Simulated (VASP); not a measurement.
# Li (Fm-3m) in VASP: a series of runs, part 2 of 3

VASP 6.6.1. Earlier steps stand in the parts before.

### Step 4. Relaxation of the atoms, RPBE+D3 (volume scaled by 1.15)

File INCAR:

```
SYSTEM = Li
ALGO     = Normal         ! electronic algorithm
EDIFF    = 1E-6           ! SCF threshold, eV
EDIFFG   = -0.01          ! ionic threshold
ENCUT    = 520            ! plane-wave cutoff, eV
GGA      = RP             ! functional
IBRION   = 2              ! ionic algorithm
ISIF     = 2              ! what is computed and relaxed
ISMEAR   = -1             ! smearing method
IVDW     = 11             ! dispersion correction
LASPH    = .TRUE.         ! aspherical terms in the spheres
LCHARG   = .FALSE.        ! write CHGCAR
LREAL    = .FALSE.        ! projectors in reciprocal space
LWAVE    = .FALSE.        ! write WAVECAR
NELM     = 60             ! most SCF steps
NSW      = 40             ! ionic steps
PREC     = Accurate       ! precision mode
SIGMA    = 0.05           ! smearing width, eV
```

File Li.cif:

```cif
data_Li
_cell_length_a 4.61402479
_cell_length_b 4.61402479
_cell_length_c 4.61402479
_cell_angle_alpha 90.00000000
_cell_angle_beta 90.00000000
_cell_angle_gamma 90.00000000
_space_group_name_H-M_alt 'Fm-3m'
_space_group_name_Hall '-F 4 2 3'
_space_group_IT_number 225
loop_
_space_group_symop_operation_xyz
'x,y,z'
'-x,-y,-z'
'-y,x,z'
'y,-x,-z'
'-x,-y,z'
'x,y,-z'
'y,-x,z'
'-y,x,-z'
'x,-y,-z'
'-x,y,z'
'-y,-x,-z'
'y,x,z'
'-x,y,-z'
'x,-y,z'
'y,x,-z'
'-y,-x,z'
'z,x,y'
'-z,-x,-y'
'z,-y,x'
'-z,y,-x'
'z,-x,-y'
'-z,x,y'
'z,y,-x'
'-z,-y,x'
'-z,x,-y'
'z,-x,y'
'-z,-y,-x'
'z,y,x'
'-z,-x,y'
'z,x,-y'
'-z,y,x'
'z,-y,-x'
'y,z,x'
'-y,-z,-x'
'x,z,-y'
'-x,-z,y'
'-y,z,-x'
'y,-z,x'
'-x,z,y'
'x,-z,-y'
'-y,-z,x'
'y,z,-x'
'-x,-z,-y'
'x,z,y'
'y,-z,-x'
'-y,z,x'
'x,-z,y'
'-x,z,-y'
'x,y+1/2,z+1/2'
'-x,-y+1/2,-z+1/2'
'-y,x+1/2,z+1/2'
[... 62 lines left out ...]
'-z+1/2,-x,-y+1/2'
'z+1/2,-y,x+1/2'
'-z+1/2,y,-x+1/2'
'z+1/2,-x,-y+1/2'
'-z+1/2,x,y+1/2'
'z+1/2,y,-x+1/2'
'-z+1/2,-y,x+1/2'
'-z+1/2,x,-y+1/2'
'z+1/2,-x,y+1/2'
'-z+1/2,-y,-x+1/2'
'z+1/2,y,x+1/2'
'-z+1/2,-x,y+1/2'
'z+1/2,x,-y+1/2'
'-z+1/2,y,x+1/2'
'z+1/2,-y,-x+1/2'
'y+1/2,z,x+1/2'
'-y+1/2,-z,-x+1/2'
'x+1/2,z,-y+1/2'
'-x+1/2,-z,y+1/2'
'-y+1/2,z,-x+1/2'
'y+1/2,-z,x+1/2'
'-x+1/2,z,y+1/2'
'x+1/2,-z,-y+1/2'
'-y+1/2,-z,x+1/2'
'y+1/2,z,-x+1/2'
'-x+1/2,-z,-y+1/2'
'x+1/2,z,y+1/2'
'y+1/2,-z,-x+1/2'
'-y+1/2,z,x+1/2'
'x+1/2,-z,y+1/2'
'-x+1/2,z,-y+1/2'
'x+1/2,y+1/2,z'
'-x+1/2,-y+1/2,-z'
'-y+1/2,x+1/2,z'
'y+1/2,-x+1/2,-z'
'-x+1/2,-y+1/2,z'
'x+1/2,y+1/2,-z'
'y+1/2,-x+1/2,z'
'-y+1/2,x+1/2,-z'
'x+1/2,-y+1/2,-z'
'-x+1/2,y+1/2,z'
'-y+1/2,-x+1/2,-z'
'y+1/2,x+1/2,z'
'-x+1/2,y+1/2,-z'
'x+1/2,-y+1/2,z'
'y+1/2,x+1/2,-z'
'-y+1/2,-x+1/2,z'
'z+1/2,x+1/2,y'
'-z+1/2,-x+1/2,-y'
'z+1/2,-y+1/2,x'
'-z+1/2,y+1/2,-x'
'z+1/2,-x+1/2,-y'
'-z+1/2,x+1/2,y'
'z+1/2,y+1/2,-x'
'-z+1/2,-y+1/2,x'
'-z+1/2,x+1/2,-y'
'z+1/2,-x+1/2,y'
'-z+1/2,-y+1/2,-x'
'z+1/2,y+1/2,x'
'-z+1/2,-x+1/2,y'
'z+1/2,x+1/2,-y'
'-z+1/2,y+1/2,x'
'z+1/2,-y+1/2,-x'
'y+1/2,z+1/2,x'
'-y+1/2,-z+1/2,-x'
'x+1/2,z+1/2,-y'
'-x+1/2,-z+1/2,y'
'-y+1/2,z+1/2,-x'
'y+1/2,-z+1/2,x'
'-x+1/2,z+1/2,y'
'x+1/2,-z+1/2,-y'
'-y+1/2,-z+1/2,x'
'y+1/2,z+1/2,-x'
'-x+1/2,-z+1/2,-y'
'x+1/2,z+1/2,y'
'y+1/2,-z+1/2,-x'
'-y+1/2,z+1/2,x'
'x+1/2,-z+1/2,y'
'-x+1/2,z+1/2,-y'
loop_
_atom_site_label
_atom_site_type_symbol
_atom_site_symmetry_multiplicity
_atom_site_Wyckoff_symbol
_atom_site_fract_x
_atom_site_fract_y
_atom_site_fract_z
_atom_site_occupancy
Li1 Li 4 a 0.0000000000 0.0000000000 0.0000000000 1
```

File KPOINTS:

```
k-points
0
G
  6 6 6
  0 0 0
```

File POSCAR:

```
Li
 1.0000000000000000
     4.6140247900000002    0.0000000000000000    0.0000000000000000
     0.0000000000000000    4.6140247900000002    0.0000000000000000
     0.0000000000000000    0.0000000000000000    4.6140247900000002
 Li 
   4
Cartesian
  0.0000000000000000  0.0000000000000000  0.0000000000000000
  0.0000000000000000  2.3070123950000001  2.3070123950000001
  2.3070123950000001  0.0000000000000000  2.3070123950000001
  2.3070123950000001  2.3070123950000001  0.0000000000000000
```

Command:

```sh
$ ase convert -i cif -o vasp Li.cif POSCAR
$ cat potpaw_PBE.64/Li_sv/POTCAR > POTCAR
$ mpirun -np 1 vasp_std > vasp.out
```

It took 13 s on 1 thread of Intel Xeon Platinum 8488C (Sapphire Rapids), shared host; peak memory 0.19 GiB.

It converged, with:

```
Free energy                : -7.8231 eV
Band gap on the k mesh     : none (metal or under the smearing width)
Dispersion energy per atom : -0.158 eV
```

Final structure:
```
Li
1.0
     4.61402    0.00000    0.00000
     0.00000    4.61402    0.00000
     0.00000    0.00000    4.61402
Li
4
Direct
  0.00000 0.00000 0.00000
  0.00000 0.50000 0.50000
  0.50000 0.00000 0.50000
  0.50000 0.50000 0.00000
```

Levels at points of the mesh, in eV from the Fermi level:
```tsv
k point	band 3	band 4	band 5	band 6	band 7	band 8	band 9	band 10
(0.00, 0.00, 0.00)	-46.96	-46.96	-3.22	1.50	1.50	1.50	4.14	4.14
(0.50, 0.00, 0.00)	-46.96	-46.96	-1.83	-1.83	3.23	3.23	3.23	3.23
(0.50, 0.50, 0.00)	-46.96	-46.96	-0.45	-0.45	-0.45	-0.45	4.95	4.95
(0.50, 0.50, 0.50)	-46.96	-46.96	0.15	0.15	0.15	0.15	2.45	2.45
```

Caveat: the cutoff is under 1.25 times the usual one of these potentials, so pressure, stress and relaxed cells hold a basis-set (Pulay) error; the relaxation stopped at its first step, so nothing moved; the PAW data sets were made with another functional, which shifts forces and pressure a little; pairwise dispersion overbinds metals, which lowers pressure and volume.

### Step 5. Relaxation of the atoms, HSEsol (cell strained at random at fixed volume)

File POSCAR:

```
Li
3.0971
    0.002150721643      0.705142552711      0.709042329922
    0.725184204578     -0.000521778438      0.711714830002
    0.719596719512      0.702227567725      0.005065706629
Li
1
Direct
    0.0523960000     -0.0325800000      0.0112730000
```

File INCAR.step1:

```
SYSTEM = Li
PREC     = Accurate       ! precision mode
ENCUT    = 520            ! plane-wave cutoff, eV
EDIFF    = 1E-5           ! SCF threshold, eV
ISMEAR   = 0              ! smearing method
SIGMA    = 0.01           ! smearing width, eV
LREAL    = .False.        ! projectors in reciprocal space
LASPH    = .True.         ! aspherical terms in the spheres
NELM     = 100            ! most SCF steps
ALGO     = Normal         ! electronic algorithm
LWAVE    = .True.         ! write WAVECAR
LCHARG   = .False.        ! write CHGCAR
GGA      = PE             ! functional
```

File INCAR.step2:

```
SYSTEM = Li
PREC     = Accurate       ! precision mode
ENCUT    = 520            ! plane-wave cutoff, eV
EDIFF    = 1E-7           ! SCF threshold, eV
ISMEAR   = 0              ! smearing method
SIGMA    = 0.01           ! smearing width, eV
LREAL    = .False.        ! projectors in reciprocal space
LASPH    = .True.         ! aspherical terms in the spheres
NELM     = 100            ! most SCF steps
ALGO     = Normal         ! electronic algorithm
ISIF     = 2              ! what is computed and relaxed
LWAVE    = .False.        ! write WAVECAR
LCHARG   = .False.        ! write CHGCAR
GGA      = PS             ! functional
LHFCALC  = .True.         ! exact exchange
HFSCREEN = 0.2            ! screening, 1/A
PRECFOCK = Fast         
IBRION   = 2              ! ionic algorithm
NSW      = 40             ! ionic steps
EDIFFG   = -0.005         ! ionic threshold
ISTART   = 1
```

File KPOINTS:

```
Automatic mesh
0
Gamma
  5 5 5
  0 0 0
```

Potentials or basis: VASP PAW PBE potentials, release 54 (Li_sv).

Command:

```sh
$ cat potpaw_PBE.54/Li_sv/POTCAR > POTCAR
$ cp INCAR.step1 INCAR
$ mpirun -np 1 vasp_std > vasp.out
$ cp INCAR.step2 INCAR
$ mpirun -np 1 vasp_std > vasp.out
```

OUTCAR:

```text
SYSTEM = Li
   PREC = Accurate
   ENCUT = 520
   EDIFF = 1E-7
   ISMEAR = 0
   LREAL = .False.
   LASPH = .True.
   NELM = 100
   ISIF = 2
   GGA = PS
   LHFCALC = .True.
   HFSCREEN = 0.2
   PRECFOCK = Fast
   IBRION = 2
   NSW = 40
   EDIFFG = -0.005
   ISTART = 1

 ion  position               nearest neighbor table
   1  0.052  0.967  0.011-

  LATTYP: Found a triclinic cell.
 ALAT       =     3.0866153669
 B/A-ratio  =     1.4126804842
 C/A-ratio  =     1.0195372704
 COS(alpha) =     0.0010650579
 COS(beta)  =     0.5010154239
 COS(gamma) =     0.7039417422

  Lattice vectors:

 A1 = (   0.0173050000,  -2.1764850000,   2.1885630000)
 A2 = (   0.0106440000,  -4.3603820000,  -0.0074120000)
 A3 = (   2.2459680000,  -0.0016160000,   2.2042520000)

Analysis of symmetry for initial positions (statically):
=====================================================================
 Subroutine PRICEL returns:
 Original cell was already a primitive cell.

 Routine SETGRP: Setting up the symmetry group for a
 triclinic supercell.

 Subroutine GETGRP returns: Found  2 space group operations
 (whereof  1 operations were pure point group operations)
 out of a pool of  2 trial point group operations.

The static configuration has the point symmetry C_1 .
 The point group associated with its full space group is S_2 .

Analysis of symmetry for dynamics (positions and initial velocities):
=====================================================================
 Subroutine PRICEL returns:
 Original cell was already a primitive cell.

 Routine SETGRP: Setting up the symmetry group for a
 triclinic supercell.

 Subroutine GETGRP returns: Found  2 space group operations
 (whereof  1 operations were pure point group operations)
 out of a pool of  2 trial point group operations.

The dynamic configuration has the point symmetry C_1 .
 The point group associated with its full space group is S_2 .

 Subroutine INISYM returns: Found  2 space group operations
 (whereof  1 operations are pure point group operations),
 and found     1 'primitive' translations

----------------------------------------------------------------------------------------

                                     Primitive cell

  volume of cell :      21.3541

  direct lattice vectors                    reciprocal lattice vectors
     0.006661000  2.183897000  2.195975000    -0.224499065  0.228400565  0.228915211
     2.245968000 -0.001616000  2.204252000     0.222050364 -0.229181952  0.227247896
     2.228663000  2.174869000  0.015689000     0.225595963  0.230278850 -0.229696597

  length of vectors
     3.097056131  3.146919406  3.114039190     0.393660795  0.391755456  0.395831296

  position of ions in fractional coordinates (direct lattice)
     0.052396000  0.967420000  0.011273000

  ion indices of the primitive-cell ions
   primitive index   ion index
                 1           1

----------------------------------------------------------------------------------------

 KPOINTS: Automatic mesh

Automatic generation of k-mesh.
 Grid dimensions read from file:
 generate k-points for:    5    5    5

[... 68 lines left out ...]
 -0.000000  0.400000  0.400000      2.000000
  0.200000  0.400000  0.400000      2.000000
 [... further k-points ...]
   k-points           NKPTS =     63   k-points in BZ     NKDIM =    125   number of bands    NBANDS=      5
   number of dos      NEDOS =    301   number of ions     NIONS =      1
   total plane-waves  NPLWV =  13824
   dimension x,y,z NGX =    24 NGY =   24 NGZ =   24
   dimension x,y,z NGXF=    48 NGYF=   48 NGZF=   48
   ions per type =               1
   NGX,Y,Z   is equivalent  to a cutoff of  12.88, 12.68, 12.81 a.u.
   NGXF,Y,Z  is equivalent  to a cutoff of  25.77, 25.36, 25.63 a.u.
 SYSTEM =  Li
   PREC   = accura    normal or accurate (medium, high low for compatibility)
   ISTART =      1    job   : 0-new  1-cont  2-samecut
   ICHARG =      0    charge: 1-file 2-atom 10-const
   ISPIN  =      1    spin polarized calculation?
   LNONCOLLINEAR =      F non collinear calculations
   LSORBIT =      F    spin-orbit coupling
   LASPH  =      T    aspherical Exc in radial PAW
   ENCUT  =  520.0 eV  38.22 Ry    6.18 a.u.   5.76  5.85  5.79*2*pi/ulx,y,z
   NELM   =    100;   NELMIN=  2; NELMDL=  0     # of ELM steps
   EDIFF  = 0.1E-06   stopping-criterion for ELM
   LREAL  =      F    real-space projection
   EDIFFG = -.5E-02   stopping-criterion for IOM
   NSW    =     40    number of steps for IOM
   IBRION =      2    ionic relax: 0-MD 1-quasi-New 2-CG
   NFREE  =      1    steps in history (QN), initial steepest desc. (CG)
   ISIF   =      2    stress and relaxation
   ISYM   =      3    0-nonsym 1-usesym 2-fastsym
   POTIM  = 0.5000    time-step for ionic-motion
   TEBEG  =    0.0;   TEEND  =   0.0 temperature during run
   PSTRESS=    0.0 pullay stress
   NELECT =       3.0000    total number of electrons
   NUPDOWN=      -1.0000    fix difference up-down
   EMIN   =  10.00;   EMAX   =-10.00  energy-range for DOS
   EFERMI =   0.00;   METHOD = LEGACY
   ISMEAR =     0;   SIGMA  =   0.01  broadening in eV -4-tet -1-fermi 0-gaus
   EFERMI_NEDOS =   21; number of points for ismear=-14 and -15
   IALGO  =     38    algorithm
   IMIX   =      1    mixing-type and parameters
     AMIX     =   0.40;   BMIX     =  1.00
     AMIX_MAG =   1.60;   BMIX_MAG =  1.00
  volume/ion in A,a.u.               =      21.35       144.10
  Fermi-wavevector in a.u.,A,eV,Ry     =   0.851049  1.608249  9.854487  0.724284
  Thomas-Fermi vector in A             =   1.967121
   LORBIT       =      0    0 simple, 1 ext, 2 COOP (PROOUT), +10 PAW based schemes
   GGA     = PS    functional components
   LHFCALC =     T    Hartree Fock is set to
   PRECFOCK=fast      Normal, Fast or Accurate (Low or Medium for compatibility)
   ENCUT4O =  -1.0   cutoff for four orbital integrals eV
   NKREDX  =     1    reduce k-point grid by
   NKREDY  =     1    reduce k-point grid by
   NKREDZ  =     1    reduce k-point grid by
   AEXX    =    0.2500 exact exchange contribution
   HFSCREEN=    0.2000 screening length (either q_TF or 0.3 A-1)
   HFSCREENC=   0.2000 screening length for correlation (either q_TF or 0.3 A-1)
   ENCUTFOCK=  -1.0 apply spherical cutoff to Coloumb kernel
   IVDW    =     0    specifies the selected vdW correction
   LEPSILON=     F    determine dielectric tensor
   LRPA    =     F    only Hartree local field effects (RPA)
 conjugate gradient relaxation of ions
 non-spin polarized calculation
 Gauss-broadening in eV      SIGMA  =   0.01
  energy-cutoff  :      520.00
  volume of cell :       21.35
 maximum number of plane-waves:       581
  NGX = 14; NGY = 14; NGZ = 14

 number of electron       2.9999995 magnetization

 Free energy of the ion-electron system (eV)
  ---------------------------------------------------
  ext. energy  EPLUGINS =         0.00000000
  ---------------------------------------------------
  free energy    TOTEN  =        -2.08129952 eV

  energy without entropy =       -2.08122761  energy(sigma->0) =       -2.08126356

 E-fermi :   0.8017     XC(G=0):  -5.8221

 val. band max:        0.7968991297   @ k =   0.4000   0.4000  -0.0000
 cond. band min:       0.9267772006   @ k =   0.4000   0.0000   0.4000
 fundamental gap:      0.1298780709
 Fermi energy:         0.8016684924

 k-point     1 :       0.0000    0.0000    0.0000
  band No.  band energies     occupation
      1     -49.3801      2.00000
      2      -3.8076      2.00000
      3      15.0555      0.00000
      4      15.1296      0.00000
      5      15.3032      0.00000
[... 305 lines left out ...]
 k-point    40 :       0.2000    0.0000    0.4000
  band No.  band energies     occupation
      1     -49.3642      2.00000
      2      -0.5192      2.00000
      3       7.0013      0.00000
      4      10.8031      0.00000
      5      11.6480      0.00000

 [... further k-points ...]

------------------------ aborting loop because EDIFF is reached ----------------------------------------

  FORCE on cell =-STRESS in cart. coord.  units (eV):
  Direction    XX          YY          ZZ          XY          YZ          ZX
  --------------------------------------------------------------------------------------
  -------------------------------------------------------------------------------------
  Total       -0.0265012     -0.2271837     -0.0264477      0.0145872     -0.0111619     -0.0342511
  in kB       -1.9883586    -17.0453356     -1.9843443      1.0944618     -0.8374631     -2.5698192
  external PRESSURE =      -7.0060128 kB  Pullay stress =       0.0000000 kB

 VOLUME and BASIS-vectors are now :
 -----------------------------------------------------------------------------
  energy-cutoff  :      520.00
  volume of cell :       21.35
      direct lattice vectors                 reciprocal lattice vectors
     0.006661000  2.183897000  2.195975000    -0.224499065  0.228400565  0.228915211
     2.245968000 -0.001616000  2.204252000     0.222050364 -0.229181952  0.227247896
     2.228663000  2.174869000  0.015689000     0.225595963  0.230278850 -0.229696597

 POSITION                                       TOTAL-FORCE (eV/Angst)
 -----------------------------------------------------------------------------------
      2.19827      0.13738      2.24767         0.000000      0.000000     -0.000000
 -----------------------------------------------------------------------------------
    total drift:                               -0.000001      0.000000      0.000000

  FREE ENERGIE OF THE ION-ELECTRON SYSTEM (eV)
  ---------------------------------------------------
  free  energy   TOTEN  =        -2.0812995157 eV

  energy  without entropy=       -2.0812276110  energy(sigma->0) =       -2.08126356

 reached required accuracy - stopping structural energy minimisation
```

Run time: 46 s. Hardware: 1 thread of Intel Xeon Platinum 8488C (Sapphire Rapids), shared host; peak memory 0.22 GiB.

Results:

```
Free energy            : -2.0813 eV
Band gap on the k mesh : none (metal or under the smearing width)
```

Final structure:
```
Li
1.0
     0.00666    2.18390    2.19597
     2.24597   -0.00162    2.20425
     2.22866    2.17487    0.01569
Li
1
Direct
  0.05240 0.96742 0.01127
```

Levels at points of the mesh, in eV from the Fermi level:
| k point | band 1 | band 2 | band 3 | band 4 | band 5 |
| --- | --- | --- | --- | --- | --- |
| (0.00, 0.00, 0.00) | -50.18 | -4.61 | 14.25 | 14.33 | 14.50 |

Caveat: the k mesh is coarse (spacing up to 0.50 Å⁻¹), so the values aren't converged, least of all with exact exchange; the cutoff is under 1.25 times the usual one of these potentials, so pressure, stress and relaxed cells hold a basis-set (Pulay) error; the relaxation stopped at its first step, so nothing moved; the PAW data sets were made with another functional, which shifts forces and pressure a little.

(Part 2 of 3 ends here.)
